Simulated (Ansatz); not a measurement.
Relaxing Cr

Method: DFT PBEsol, scalar-relativistic, plane waves, PAW in Ansatz. Cutoff 420 eV, Γ-centred k mesh, Gaussian smearing, no spin polarisation in the final step.

The start puts Cr on the beta-tungsten (A15) structure type (Pm-3n, No. 223), at a guessed volume.

```
CELL_PARAMETERS angstrom
4.73394 0.00000 0.00000
0.00000 4.73394 0.00000
0.00000 0.00000 4.73394
ATOMIC_POSITIONS crystal
Cr 0.50000 0.50000 0.50000
Cr 0.00000 0.00000 0.00000
Cr 0.25000 0.00000 0.50000
Cr 0.50000 0.25000 0.00000
Cr 0.50000 0.75000 0.00000
Cr 0.75000 0.00000 0.50000
Cr 0.00000 0.50000 0.75000
Cr 0.00000 0.50000 0.25000
```

Cell and atoms relax at zero pressure; the relaxation can't lower the symmetry of the start. After a coarse first stage the cell is made exact in the group found at 0.06 Å.

Energies count from the standard state of Cr at the same level.

(1) What does it relax into?

(2) What are its volume, energy, density and gap?

## Answers

(1) It keeps Pm-3n (No. 223). The result has the beta-tungsten (A15) structure. Conventional cell: a = 4.488 Å. Cr on Wyckoff site a (2 atoms of the primitive cell) is coordinated by 12 Cr at 2.51 Å; around Cr on Wyckoff site c (6 atoms of the primitive cell) lie 2 Cr at 2.24 Å, 4 Cr at 2.51 Å and 8 Cr at 2.75 Å.

```cif
data_structure
_symmetry_space_group_name_H-M 'Pm-3n'
_symmetry_Int_Tables_number 223
_cell_length_a 4.4876
_cell_length_b 4.4876
_cell_length_c 4.4876
_cell_angle_alpha 90.000
_cell_angle_beta 90.000
_cell_angle_gamma 90.000
_cell_volume 90.37
loop_
_atom_site_label
_atom_site_type_symbol
_atom_site_symmetry_multiplicity
_atom_site_Wyckoff_symbol
_atom_site_fract_x
_atom_site_fract_y
_atom_site_fract_z
_atom_site_occupancy
Cr1 Cr 2 a 0.50000 0.50000 0.50000 1
Cr2 Cr 6 c 0.25000 0.00000 0.50000 1
```

(2) The volume per atom is 11.30 Å³ and the density is 7.64 g/cm³. The energy over the standard structure is 0.07 eV/atom and the gap on the 8×8×8 mesh is 0 eV (a metal).

The final run used a 8×8×8 mesh on its 8-atom cell and 0.10 eV smearing. The k mesh leaves about 4 meV/atom of noise in metals. Symmetry constrained the relaxation, so the result can be a saddle point.

This form isn't the element's structure at ambient conditions.